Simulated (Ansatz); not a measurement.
CuO: equation of state with PBE

CuO:

```xyz
2
Lattice="2.8363 0.0000 0.0000 -1.4182 2.4563 0.0000 0.0000 0.0000 2.7681" Properties=species:S:1:pos:R:3 pbc="T T T"
Cu    0.0000    0.0000    0.0000
O     1.4182    0.8188    1.3841
```

Measurements of this composition are mostly on another form, of space group No. 15.

```yaml
Program: Ansatz 0.2.0
Task: equation of state
Functional: PBE
Potentials_or_basis: SPMS NC
Cutoff: 1034 eV
Density_cutoff: 4136 eV
k_mesh: 11 × 11 × 10
Occupations: fermi-dirac, width 0.05 eV
Spin: no spin polarisation
```

```
Equilibrium volume                        : 9.62 Å³/atom
Bulk modulus at fixed shape and positions : 171 GPa
Pressure derivative of the bulk modulus   : 4.8
```

Energy against volume, from the lowest point:
```csv
volume (Å³/atom),energy (meV/atom)
9.064,18.89
9.257,7.64
9.450,1.54
9.643,0.00
9.836,2.55
10.028,8.73
10.221,18.14
```

All runs of the series together: 45 s on 2 threads of Arm Neoverse V1, on a shared host.

Caveat: the cell was scaled at fixed shape and fractional positions, which overstates the stiffness of a crystal with free parameters, most of all of layers and chains; the run has no spin polarisation, though such a crystal can be magnetic.
